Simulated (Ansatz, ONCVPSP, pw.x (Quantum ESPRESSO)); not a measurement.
## Which N potential is closest to all-electron in the bcc crystal?

All use PBE, scalar-relativistic, no spin, cutoffs from each file’s atomic test, pw.x 7.5; 18³ k-points, Fermi–Dirac smearing 0.01 Ry. Δ is the rms difference from all-electron LAPW of the E(V) curves that follow from fits to the pressures, over ±6 % in volume. Mesh and smearing are coarse and serve the comparison alone. The files are a selection: those with a ghost or negative overlap were mostly not run, and those with noisy or unconverged pressures or nearly equal Δ are left out. Spin polarisation is left out.

All-electron: a0 = 2.438 Å (V0 = 7.24 Å³/atom), B0 = 184.8 GPa.

(1) Rank them by Δ, smallest first.
A. optimised norm-conserving Vanderbilt (ONCV), ONCVPSP 4.0.1, PBE; core [He], reference 2s2 2p3; waves: 2s: rc 0.75 bohr, ncon 3, nbas 7, qcut 10.3 1/bohr, 2 projectors, debl 2.7 Ha; 2p: rc 2.50 bohr, ncon 5, nbas 9, qcut 5.8 1/bohr, 1 projector; local part: polynomial inside 0.60 bohr (lpopt 5, dvloc0 4 Ha); core correction: Teter function, fcfact 4.5, rcfact 1.6.
B. optimised norm-conserving Vanderbilt (ONCV), ONCVPSP 4.0.1, PBE; core [He], reference 2s2 2p3; waves: 2s: rc 1.05 bohr, ncon 3, nbas 8, qcut 7.1 1/bohr, 2 projectors, debl 1.4 Ha; 2p: rc 1.35 bohr, ncon 5, nbas 10, qcut 11 1/bohr, 2 projectors, debl 1.4 Ha; d scattering state at 0.18 Ha: rc 1.20 bohr, ncon 4, nbas 7, qcut 8.6 1/bohr, 2 projectors, debl 3.7 Ha; local part: polynomial inside 0.80 bohr (lpopt 5, dvloc0 1 Ha); core correction: Teter function, fcfact 5.75, rcfact 1.2.
C. optimised norm-conserving Vanderbilt (ONCV), ONCVPSP 4.0.1, PBE; core [He], reference 2s1 2p4; waves: 2s: rc 0.75 bohr, ncon 3, nbas 7, qcut 9 1/bohr, local; 2p: rc 1.55 bohr, ncon 3, nbas 7, qcut 9.7 1/bohr, 2 projectors, debl 3.1 Ha; local part: the s channel; core correction: none.

Answers

(1) B (0.1 meV/atom), C (2.7 meV/atom), A (7.6 meV/atom).
